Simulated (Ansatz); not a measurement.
# Cs: equation of state

The task here is to estimate one member of a computed series from the others.

Computed with Ansatz 0.2.0 (DFT LDA, scalar-relativistic, unless a step's input says otherwise).

### The starting structure

Symmetry: I4_1/amd, No. 141, tetragonal system. The conventional cell has a = 5.108 Å, b = 5.108 Å, c = 19.192 Å, α = 90.00°, β = 90.00°, γ = 90.00°.

As a file:

```xyz
2
Lattice="-2.5538 2.5538 9.5961 2.5538 -2.5538 9.5961 2.5538 2.5538 -9.5961" Properties=species:S:1:pos:R:3 pbc="T T T"
Cs    2.5538    0.0000    4.7980
Cs    0.0000    0.0000    9.5961
```

The cell is one relaxed in the Materials Project, used as it stands.

Atoms are numbered in the order of the input: Cs1, Cs2.

The first run:

input.yaml reads:

```yaml
crystal:
  lattice:
    - [-2.5021558492, 2.5021558492, 9.4018401231]
    - [2.5021558492, -2.5021558492, 9.4018401231]
    - [2.5021558492, 2.5021558492, -9.4018401231]
  atoms:
    - { symbol: Cs, position: [0.25, 0.75, 0.5] }
    - { symbol: Cs, position: [0.5, 0.5, 0.0] }
kpoints:
  mp_grid: { grid: [9, 9, 9] }
scf:
  occupations: { method: fermi_dirac, width: 0.03 }
hamiltonian:
  xc: lda
  pseudopotentials: { kind: all_electron, lapw: { basis_error: 0.00025 } }
output:
  forces: true
  stress: true
  eigenvalues: true
```

The run is started by

```sh
$ ansatz run input.yaml --threads 1 --pin off --max-ram 2048MiB --backend cpu --events-out ev --progress --plain --runs-dir out
```

Steps of the session up to this table: Volume × 0.9405, LAPW; Volume × 0.9405, PAW; Volume × 0.9405, crystal datasets; Volume × 0.98, LAPW; Volume × 0.98, PAW; Volume × 1.02, LAPW; Volume × 1.02, PAW; Volume × 1.06, LAPW; Volume × 1.06, PAW; Volume × 1.06, crystal datasets.

One of the session's tables, all rows but one given; the rest of the session is left out.

It belongs to the step «The equation of state». 

| method | volume (Å³/atom) | pressure (GPa) |
| --- | --- | --- |
| LAPW | 117.726 | -0.25 |
| LAPW | 122.670 | -0.30 |
| LAPW | 125.174 | -0.32 |
| LAPW | 127.677 | -0.33 |
| LAPW | 132.684 | ? |
| PAW | 117.726 | -0.25 |
| PAW | 122.670 | -0.30 |
| PAW | 125.174 | -0.32 |
| PAW | 127.677 | -0.33 |
| PAW | 132.684 | -0.37 |
| crystal datasets | 117.726 | -0.25 |
| crystal datasets | 125.174 | -0.32 |
| crystal datasets | 132.684 | -0.37 |

Q: Estimate the row for LAPW, 132.684 from the others.

**Answer.** pressure (GPa): -0.36. In the column «pressure (GPa)» it lies between crystal datasets, 132.684 (-0.37) and LAPW, 127.677 (-0.33).

To keep in mind: Warnings in the runs' records: gradients without spin orbit, crystal datasets made.
